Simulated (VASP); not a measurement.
Here is a VASP 6.6.1 calculation.

The input INCAR:

```
PREC = Accurate
ENCUT = 520
EDIFF = 1E-6
ISMEAR = 0
SIGMA = 0.03
LREAL = False
LASPH = True
NELM = 80
ALGO = Normal
ISIF = 2
LWAVE = False
LCHARG = False
GGA = PS
NBANDS = 86
ICORELEVEL = 1
KPAR = 4
```

Contents of KPOINTS:

```
Automatic mesh
0
Gamma
  6 6 6
```

POSCAR

```
InGa3As4                                
1.0
   -5.7658329811      5.7658329811      0.0000000000
   -5.7707605794     -0.0049275984      5.7826719352
    0.0049275984      5.7707605794      5.7826719352
  In              Ga              As            
     2     6     8
Direct
     0.9992587326743214    0.0007412673256786    0.0007412673256786
     0.4992587326743214    0.0007412673256786    0.0007412673256786
     0.0000921917051316    0.4997094372400328    0.0001061793496969
     0.0000921917051316    0.0001061793496969    0.4997094372400328
     0.5000921917051316    0.4997094372400328    0.0001061793496969
     0.5000921917051316    0.0001061793496969    0.4997094372400328
     0.9998994311260020    0.5001005688739980    0.5001005688739980
     0.4998994311260020    0.5001005688739980    0.5001005688739980
     0.8702094808368818    0.8702051325486969    0.3893759057775396
     0.3702094808368818    0.8702051325486969    0.3893759057775396
     0.8750312627217042    0.3749687372782959    0.3749687372782959
     0.8852072283939386    0.8647927716060614    0.8647927716060614
     0.3750312627217041    0.3749687372782959    0.3749687372782959
     0.3852072283939386    0.8647927716060614    0.8647927716060614
     0.8702094808368818    0.3893759057775396    0.8702051325486969
     0.3702094808368818    0.3893759057775396    0.8702051325486969
```

The input KPOINTS_OPT:

```
explicit points
6
Reciprocal
 0.0000000000  0.0000000000  0.0000000000 1
 0.3750000000  0.3750000000  0.7500000000 1
 0.5000000000  0.5000000000  0.5000000000 1
 0.6250000000  0.2500000000  0.6250000000 1
 0.5000000000  0.2500000000  0.7500000000 1
 0.5000000000  0.0000000000  0.5000000000 1
```

Potentials or basis: VASP PAW PBE potentials, release 64 (In_d, Ga_d, As).

The run is started by

```bash
$ cat potpaw_PBE.64/In_d/POTCAR potpaw_PBE.64/Ga_d/POTCAR potpaw_PBE.64/As/POTCAR > POTCAR
$ mpirun -np 4 vasp_std > vasp.out
```

(1) Estimate the largest force.

(2) Estimate the pressure.

Answers

(1) 0.004 eV/Å.

(2) 0.0 GPa.

Caveat: the PAW data sets were made with another functional, which shifts forces and pressure a little.
